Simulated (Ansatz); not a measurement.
# Hf2COS MXene bilayer (AA) in a perpendicular field, part 2 of 2

Wanted: the out-of-plane response of the Hf2COS MXene bilayer (AA). A positive field points along +c.

Ansatz 0.2.0; plane-wave DFT, LDA, Ansatz PAW (the session's first sound run).

So far, work function, upper face (eV): step 3 (single point, field 0, LDA) 4.83; step 10 (PBE spin-orbit, k-mesh 12×12×1, other threshold) 4.42.

## (12) Spin splitting near the zone centre

This step: plane-wave DFT, PBE, fully relativistic PAW with spin-orbit coupling; spin splitting near the zone centre (Ansatz 0.2.0).

Levels that meet at the zone centre are followed outwards; a split that grows in proportion to k gives the Rashba parameter as ΔE/2k.

Numbers from this step:

- largest split over 2k that stays linear in k: 1.101 eV Å

Groups of levels that meet at the zone centre and whose split, tested at two k, grows in proportion to k or stays under 1 meV; groups that fail this test are left out. Spin splitting, by row:

| level at the first point (eV from the Fermi level) | states | split at k = 0.033 1/A (eV) | split over 2k (eV Å) |
| --- | --- | --- | --- |
| -2.407 | 2 | 6.00e-4 | 0 |
| -1.534 | 2 | 0.0088 | 0.1333 |
| -0.7674 | 2 | 0.002 | 0.03029 |
| 1.398 | 2 | 0.0611 | 0.9254 |
| 2.204 | 2 | 0.0727 | 1.101 |

## (13) Varying the input

This step: plane-wave DFT, LDA, Ansatz PAW, but for the change named below (Ansatz 0.2.0).

A run with a changed input: it repeats the earlier run at 0.03 V/Å with kpoints.mp_grid.grid from [18, 18, 1] to [22, 22, 1], hamiltonian.xc from lda to rpbe and kpoints.mp_grid.shift to [0.5, 0.5, 0.0].

Contents of input.yaml:

```yaml
crystal:
  lattice:
    - [3.2964894399, 0.0, 0.0]
    - [-1.64824472, 2.8548435983, 0.0]
    - [0.0, 0.0, 30.5835276738]
  atoms:
    - { symbol: S, position: [0.3333333333, 0.6666666667, 0.2942760592] }
    - { symbol: Hf, position: [0.6666666667, 0.3333333333, 0.3466288221] }
    - { symbol: C, position: [0.0, 0.0, 0.3877923023] }
    - { symbol: Hf, position: [0.3333333333, 0.6666666667, 0.4338471977] }
    - { symbol: O, position: [0.6666666667, 0.3333333333, 0.4593874431] }
    - { symbol: S, position: [0.3333333333, 0.6666666667, 0.5384469604] }
    - { symbol: Hf, position: [0.6666666667, 0.3333333333, 0.5906621522] }
    - { symbol: C, position: [0.0, 0.0, 0.6323590316] }
    - { symbol: Hf, position: [0.3333333333, 0.6666666667, 0.6769038171] }
    - { symbol: O, position: [0.6666666667, 0.3333333333, 0.7057239408] }
kpoints:
  mp_grid: { grid: [22, 22, 1], shift: [0.5, 0.5, 0.0] }
  band_path:
    path: [[0, 0, 0], [0.5, 0, 0], [0.33333333, 0.33333333, 0], [0, 0, 0]]
    npoints: 16
hamiltonian:
  xc: rpbe
scf:
  occupations: { method: fermi_dirac, width: 0.05 }
  convergence: { dr2_threshold: 1.0e-10 }
efield:
  axis: 3
  dipole_correction: true
  ramp_position: 0.97
  ramp_width: 0.06
  amplitude: 0.03
output:
  write_potential: true
  write_density: true
  volumetric_format: npy
```

Command:

```console
$ ansatz run input.yaml --threads 4 --pin off --max-ram 6144MiB --backend cpu --events-out ev --progress --plain --runs-dir out
```

Run time: 89 s. Hardware: 4 threads of Intel Xeon 6975P-C (Granite Rapids), shared host; peak memory 3.1 GiB.

Numbers from this step:

* energy at zero smearing: -66400.6001 eV
* dipole along the normal: 0.1242 e·Å

Deep bands are left out, so band numbers here count from the lowest band kept and differ from the log's. The electronic bands at the labelled points (eV, zero at the Fermi level; # counts the bands kept):

| point | #15 | #16 | #17 | #18 | #19 | #20 | #21 | #22 |
| --- | --- | --- | --- | --- | --- | --- | --- | --- |
| Γ | 0.02 | 0.02 | 0.58 | 0.58 | 1.50 | 1.50 | 1.61 | 1.98 |
| halfway | -1.51 | -1.08 | -0.90 | -0.58 | 0.38 | 1.02 | 2.91 | 2.93 |
| M | -1.92 | -1.29 | -1.12 | -0.64 | -0.22 | 0.52 | 2.81 | 3.42 |
| halfway | -2.32 | -2.20 | -2.00 | -1.47 | 1.01 | 1.63 | 3.11 | 3.26 |
| K | -2.55 | -2.55 | -2.14 | -1.96 | 2.17 | 2.42 | 2.57 | 3.26 |
| halfway | -1.81 | -1.66 | -1.48 | -0.92 | 1.31 | 1.71 | 1.89 | 2.29 |
| Γ | 0.02 | 0.02 | 0.58 | 0.58 | 1.50 | 1.50 | 1.61 | 1.98 |

| quantity | this run | earlier run | difference |
| --- | --- | --- | --- |
| dipole along the normal (e·Å) | 0.1242 | 0.1063 | 0.018 |

It moves by +0.0179 e·Å.

## (14) A changed input: kpoints.mp_grid.grid = [27, 27, 1] and basis.xc_grid = 4

This step: plane-wave DFT, LDA, Ansatz PAW (Ansatz 0.2.0).

Another changed input: it repeats the earlier run at 0.03 V/Å with kpoints.mp_grid.grid from [18, 18, 1] to [27, 27, 1] and basis.xc_grid to 4; its output block differs too.

input.yaml, as its differences from that of step 13:

```diff
@@ -17,3 +17,3 @@
 kpoints:
-  mp_grid: { grid: [22, 22, 1], shift: [0.5, 0.5, 0.0] }
+  mp_grid: { grid: [27, 27, 1] }
   band_path:
@@ -22,3 +22,3 @@
 hamiltonian:
-  xc: rpbe
+  xc: lda
 scf:
@@ -36 +36,3 @@
   volumetric_format: npy
+basis:
+  xc_grid: 4
```

The job ended after 50 s (4 threads; peak memory 2.1 GiB; 3.3 min of CPU time).

Numbers from this step:

| Quantity | Value |
| --- | --- |
| energy at zero smearing | -65255.6941 eV |
| dipole along the normal | 0.1058 e·Å |

The electronic bands at the labelled points (eV, zero at the Fermi level):

| point | band 65 | band 66 | band 67 | band 68 | band 69 | band 70 | band 71 | band 72 |
| --- | --- | --- | --- | --- | --- | --- | --- | --- |
| Γ | 0.12 | 0.12 | 0.61 | 0.61 | 1.43 | 1.43 | 1.57 | 1.83 |
| halfway | -1.43 | -1.00 | -0.88 | -0.58 | 0.34 | 0.91 | 2.84 | 2.86 |
| M | -1.82 | -1.26 | -1.02 | -0.61 | -0.23 | 0.42 | 2.70 | 3.25 |
| halfway | -2.30 | -2.17 | -1.95 | -1.44 | 0.98 | 1.52 | 3.00 | 3.14 |
| K | -2.55 | -2.47 | -2.10 | -1.93 | 2.08 | 2.27 | 2.48 | 3.11 |
| halfway | -1.79 | -1.62 | -1.44 | -0.91 | 1.25 | 1.67 | 1.77 | 2.18 |
| Γ | 0.12 | 0.12 | 0.61 | 0.61 | 1.43 | 1.43 | 1.57 | 1.83 |

| quantity | this run | earlier run | difference |
| --- | --- | --- | --- |
| dipole along the normal (e·Å) | 0.1058 | 0.1063 | -4.7e-4 |

The dipole moves by under 0.5 % or 5e-5 e·Å.

## (15) What came out

```
gap without field                                       : none
work function, upper face                               : 4.83 eV
step between the vacuum levels                          : -1.63 eV
equivalent conductor thickness, atoms held              : 14.0 Å
largest split over 2k that stays linear in k at 0.2 V/Å : 1.10 eV Å
```

**Reading.** The induced dipole equals that of a perfect conductor 13.96 Å thick, while the outer atoms lie 12.58 Å apart. The two faces differ: the vacuum level above lies 1.63 eV lower than the one below. There is no gap over 0.03 eV, with or without the field. The main runs have no spin polarisation; a magnetic state could lie lower and would change these results. The field series itself is without spin-orbit coupling. The MXene's terminations sit over the metal atoms of its far layer; the site over carbon or nitrogen, which some compounds prefer, was not run.

[Long decimals in the printed logs are rounded to 6 places.]

[Logs are printed without paths, hosts, clocks, repeated set-up lines and the standing remarks that a program may print on its own settings, such as how far it seeks lower states.]

[Hosts, paths, dates, database ids (printed as entryN), source tags and the programs' standing remarks are cut or masked in the printed files.]

[Maps of the electrostatic potential energy from Ansatz leave out the sawtooth potential of an applied field or a dipole correction, so their vacuum need not be flat; planar profiles and work functions include it.]
